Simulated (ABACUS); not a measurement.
NiO:

```
Ni O
1.0
     0.00000    2.08590    2.08590
     2.08590    0.00000    2.08590
     2.08590    2.08590    0.00000
Ni O
1 1
Cartesian
  0.0000 0.0000 0.0000
  2.0859 2.0859 2.0859
```

```yaml
Program: ABACUS 3.10.1
Task: relaxation of cell and atoms
Functional: HLE16
Potentials_or_basis: SPMS ONCV 1.0 PBE
Cutoff: 1333 eV
Density_cutoff: 5333 eV
Basis: plane waves
k_mesh: 9 × 9 × 9
Occupations: fermi-dirac, width 0.05 eV
Spin: collinear spin, ferromagnetic start
Starting_moments: "[1.0, 0.0] μB"
```

At the start: pressure -20.3 GPa; volume 9.08 Å³/atom.

Problem. How do energy, volume and symmetry change on relaxing?

Solution. Over 4 steps the energy falls by 79.9 meV/atom and the volume is 7.96 Å³/atom (-12.3 %); space group Fm-3m (No. 225, to 0.05 Å); moment 1.93 μB per cell.

Step by step:
```csv
step,energy change (eV),largest force (eV/Å),pressure (GPa),volume (Å³)
1,0.0000,0.0000,-20.32,18.15
2,-0.1415,0.0000,9.37,15.27
3,-0.1592,0.0000,-1.57,16.03
4,-0.1597,0.0000,-0.07,15.91
```

Final structure:
```
CELL_PARAMETERS angstrom
0.00000 1.99638 1.99638
1.99638 0.00000 1.99638
1.99638 1.99638 0.00000
ATOMIC_POSITIONS crystal
Ni 0.00000 0.00000 0.00000
O 0.50000 0.50000 0.50000
```

Caveat: the potentials were made for a functional far from this one; the potentials were made for another functional, which shifts forces and pressure; the volume moved by -12 % from the deposited cell, more than functionals usually miss; a cell with one magnetic atom can't hold antiferromagnetic order, which such compounds often take.
